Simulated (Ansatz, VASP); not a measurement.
**Two plane-wave programs on HfSi3**

```
Hf Si
1.0
     0.00000    3.24045    3.24045
     3.24045    0.00000    3.24045
     3.24045    3.24045    0.00000
Hf Si
1 3
Direct
  0.00000 0.00000 0.00000
  0.25000 0.25000 0.25000
  0.75000 0.75000 0.75000
  0.50000 0.50000 0.50000
```

Change from the starting cell: species swapped into the Ti3Os type (Fm-3m, No. 225).

Alike in both runs: functional PBE; k mesh 4 × 4 × 4; occupations gaussian, width 0.1 eV; no spin polarisation.

Ansatz relaxed the structure, and its values are those at the end. VASP's run is a single point on that final structure, the one shown.

```csv
,VASP,Ansatz
version,VASP 6.6.1,Ansatz 0.2.0
potentials or method,"VASP PAW PBE potentials, release 64 (Hf_pv, Si)","scalar-relativistic, plane waves, PAW"
plane-wave cutoff (eV),520,420
valence electrons in the cell,22,38
```

|  | VASP | Ansatz | Ansatz less VASP |
| --- | --- | --- | --- |
| gap on the k mesh at the Fermi level (eV) | none | none | - |
| pressure (GPa) | -0.5 | -0.3 | +0.22 |

A gap of «none» marks a metal or a gap that the smearing closes. The two sets of potentials don't hold the same shells in valence.

Caveats: the k mesh is coarse (spacing up to 0.42 Å⁻¹), so the values aren't converged. Spin-orbit coupling is left out, which matters for the levels of Hf.
